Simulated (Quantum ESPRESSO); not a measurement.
Runs of Quantum ESPRESSO 7.5 on Ti. The structure is hexagonal, space group P6_3/mmc (No. 194). The conventional cell has a = 2.950 Å, b = 2.950 Å, c = 4.680 Å, α = 90.00°, β = 90.00°, γ = 120.00°. Ti (site symmetry -6m2) has 12 Ti at 2.89 to 2.95 Å as nearest neighbours. 

```csv
task,potentials or basis,k mesh,cutoff (eV),iterations,k mesh for the Wannier functions,mesh quality,gap on the mesh (eV),pressure (GPa)
Wannier functions,JTH 2.0 PBE,8 × 8 × 4,490,0,6 × 6 × 4,coarse,none,-1.2
single point,SG15 PBE 1.2,4 × 4 × 2,952,-,-,coarse,none,-1.2
band structure,PseudoDojo 0.4.1 SR PBE standard,10 × 10 × 6,1143,-,-,not flagged,none,(a)
single point,SSSP 1.3 efficiency PBE,10 × 10 × 6,748,-,-,not flagged,none,-1.5
```

Alike in all rows: level PBE; no spin polarisation; cell as given; smearing fermi-dirac 0.05 eV.

Task: Estimate the missing entries.

Result: (a) -1.3.

Caveats: some runs use coarse meshes; the cutoff is low for these files, which shifts pressure and relaxed volume (some runs).

A k mesh can miss the band edges.

A gap of «none» marks a metal or a gap under the smearing width.

Not every run made on this cell is shown here.
